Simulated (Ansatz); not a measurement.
Chalcopyrite CuInS2

These are r²SCANh in Ansatz (PAW) values and carry that method's errors.

Run with plane-wave cutoff 520 eV, 6×6×6 k mesh, Fermi–Dirac smearing 0.01 eV, no spin polarisation, scalar-relativistic PAW data made under PBE.

Cell (measured lattice):

```xyz
8
Lattice="-2.7614 2.7614 5.5665 2.7614 -2.7614 5.5665 2.7614 2.7614 -5.5665" Properties=species:S:1:pos:R:3 pbc="T T T"
In     0.0000     0.0000     5.5665
In     2.7614     0.0000     2.7832
Cu     0.0000     0.0000     0.0000
Cu     0.0000     2.7614     2.7832
S      1.4941     1.3807     6.9581
S      4.1421     1.2673    -1.3916
S      1.2673     1.3807     1.3916
S     -1.3807     1.4941     4.1749
```

| Quantity | Result |
|---|---|
| band gap | 1.15 eV (on the SCF k mesh) |

Measured, for comparison: band gap 1.55 eV (temperature not stated, no zero-point or thermal correction, direct or pseudo-direct at Γ; as tabulated in Ghosh et al. (2024), arXiv:2401.16805).

Note: cell and atoms aren't relaxed at this level (largest force component 0.24 eV/Å, pressure 0.2 GPa).

Spin–orbit coupling is not included.

The computed numbers hold no vibrational or temperature effects.

The result took roughly 13 core-minutes.

Ansatz is a program for electronic structure.
